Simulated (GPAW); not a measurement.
Set up this calculation in GPAW 26.7.0, as an ASE script.

- Task: Born charges
- Functional: PBE
- Dispersion: D3(op)
- Potentials or basis: GPAW PAW data sets (gpaw-data 1.2.1)
- Cutoff: 680 eV
- Basis: pw
- k mesh: 5 × 5 × 3
- Occupations: fermi-dirac, width 0.2 eV
- Spin: no spin polarisation
- Maxiter: 60
- Convergence: density=1e-06 eigenstates=1e-09
- Displacement: 0.01
- Relaxed first: ions

La2O3:

```
La O
1.0
     3.93078    0.00000    0.00000
    -1.96539    3.40415    0.00000
     0.00000    0.00000    6.11195
La O
2 3
Direct
  0.33333 0.66667 0.24624
  0.66667 0.33333 0.75376
  0.00000 0.00000 0.00000
  0.33333 0.66667 0.64589
  0.66667 0.33333 0.35411
```

The cell is a database's computed one.

One way to write it, as run:

run.py

```python
import json
import numpy as np
from ase import Atoms
from ase.calculators.mixing import SumCalculator
from ase.constraints import FixSymmetry
from ase.io import write
from ase.optimize import BFGS
from contextlib import redirect_stdout
from dftd3.ase import DFTD3
from io import StringIO
from phonopy import Phonopy
from phonopy.structure.atoms import PhonopyAtoms
from gpaw import GPAW, PW
from gpaw.berryphase import polarization_phase

atoms = Atoms(['La', 'La', 'O', 'O', 'O'],
              cell=[[3.930777878, 0.0, 0.0],
                    [-1.965388939, 3.404153499, 0.0],
                    [0.0, 0.0, 6.11195352]],
              scaled_positions=[[0.3333333333, 0.6666666667, 0.24623568],
                                [0.6666666667, 0.3333333333, 0.75376432],
                                [0.0, 0.0, 0.0],
                                [0.3333333333, 0.6666666667, 0.64589065],
                                [0.6666666667, 0.3333333333, 0.35410935]],
              pbc=True)

calc = GPAW(mode=PW(680),
            xc='PBE',
            kpts={'size': (5, 5, 3), 'gamma': True},
            occupations={'name': 'fermi-dirac', 'width': 0.2},
            nbands=42,
            convergence={'density': 1e-06, 'eigenstates': 1e-09},
            maxiter=60,
            txt='gpaw.txt')
atoms.calc = SumCalculator([calc, DFTD3(method='pbe', damping='d3op')])
atoms.set_constraint(FixSymmetry(atoms))
BFGS(atoms, trajectory='relax.traj', logfile='-').run(fmax=0.005, steps=40)
atoms.set_constraint()
energy = atoms.get_potential_energy()
forces = atoms.get_forces()
stress = atoms.get_stress()
calc.write('gs.gpw')
write('result.traj', atoms)
print('Cell:', atoms.cell.cellpar().round(4))
print(atoms.get_scaled_positions().round(5))

n = len(atoms)
unit = PhonopyAtoms(symbols=atoms.get_chemical_symbols(), cell=atoms.cell[:], scaled_positions=atoms.get_scaled_positions())
ph = Phonopy(unit, supercell_matrix=np.eye(3, dtype=int), primitive_matrix=np.eye(3), symprec=1e-4)
ph.generate_displacements(distance=0.01, is_plusminus=True)
forces, phases = [], []
for i, move in enumerate(ph.dataset['first_atoms']):
    b = atoms.copy()
    b.positions[move['number']] += move['displacement']
    c = GPAW(mode=PW(680),
             xc='PBE',
             kpts={'size': (5, 5, 3), 'gamma': True},
             occupations={'name': 'fermi-dirac', 'width': 0.2},
             nbands=42,
             convergence={'density': 1e-06, 'eigenstates': 1e-09},
             maxiter=60,
             symmetry='off',
             txt=f'disp-{i:02d}.txt')
    b.calc = SumCalculator([c, DFTD3(method='pbe', damping='d3op')])
    f = b.get_forces()
    forces.append(f - f.mean(axis=0))
    with redirect_stdout(StringIO()):
        phases.append(polarization_phase(calc=c)['phase_c'])
    print(move['number'], np.round(move['displacement'], 4), 'phases', phases[-1].round(5), flush=True)

# each pair of opposite moves, with its images under the space group
ops, cell, spos = ph.symmetry.symmetry_operations, atoms.cell[:].T, atoms.get_scaled_positions()
moves, dipoles = [[] for a in atoms], [[] for a in atoms]
for move, up, down in zip(ph.dataset['first_atoms'][::2], phases[::2], phases[1::2]):
    dphi = (up - down + np.pi) % (2 * np.pi) - np.pi
    dp = dphi @ atoms.cell[:] / (2 * np.pi)  # e A
    for w, t in zip(ops['rotations'], ops['translations']):
        x = w @ spos[move['number']] + t - spos
        b = np.linalg.norm(x - x.round(), axis=1).argmin()
        R = cell @ w @ np.linalg.inv(cell)
        moves[b].append(R @ move['displacement'] * 2)
        dipoles[b].append(R @ dp)
Z = np.array([np.linalg.lstsq(np.array(u), np.array(p), rcond=None)[0].T for u, p in zip(moves, dipoles)])  # Z[a, i, j] = dp_i / du_j
ph.forces = forces
ph.produce_force_constants()
ph.symmetrize_force_constants()
H = ph.force_constants.transpose(0, 2, 1, 3).reshape((3 * n, 3 * n))
rule = Z.sum(axis=0)
print('Sum of the charges:')
print(rule.round(4))
Z -= rule / n
for a in atoms:
    print(a.symbol)
    print(Z[a.index].round(3))
w = np.repeat(atoms.get_masses()**-0.5, 3)
omega2, modes = np.linalg.eigh(H * w * w[:, None])
nu = np.sign(omega2) * abs(omega2)**0.5 * 521.4709  # cm^-1
dipoles = np.einsum('aij,ajm->mi', Z, (modes * w[:, None]).reshape((n, 3, -1)))  # e / amu^0.5
optical = np.argsort(abs(omega2))[3:]
eps_ion = sum(np.outer(dipoles[m], dipoles[m]) / omega2[m] for m in optical) * 4 * np.pi * 14.399645 / atoms.get_volume()
for m in range(3 * n):
    print(f'{nu[m]:9.2f} cm^-1  IR {(dipoles[m]**2).sum():8.4f} e^2/amu')
print('Lattice part of the dielectric tensor:')
print(eps_ion.round(3))
json.dump({'Z': Z.tolist(), 'rule': rule.tolist(), 'nu': nu.tolist(), 'ir': (dipoles**2).sum(1).tolist(), 'eps_ion': eps_ion.tolist()},
          open('born.json', 'w'))
```

Potentials or basis: GPAW PAW data sets (gpaw-data 1.2.1), pw.

Command:

```sh
$ OMP_NUM_THREADS=1 python run.py
```

It gave:

| Property | Result |
| --- | --- |
| Pressure after relaxing | 0.1 GPa |
| Band gap on the k mesh | 4.04 eV, indirect (least direct gap 4.18 eV) |
| Born charges (mean of the diagonal) | La +4.11; O -2.69, -2.76 e |
| Highest phonon frequency at Γ, LO-TO splitting left out | 434 cm⁻¹ |
| Dispersion energy per atom | -0.210 eV |

Caveat: the k mesh is coarse; the cutoff is short for stress and forces, so pressures can be off by a GPa or more; one-centre terms of the f shell are cut off; the LO-TO splitting is left out; spin-orbit coupling is left out, which moves the levels of the heavy elements; an odd mesh through Γ misses points on the zone boundary, where band edges often lie.

Run time: 22 min on 1 thread of AMD EPYC 7R43 64-Core Processor (Zen 3) (shared host), peak memory 1.7 GiB.
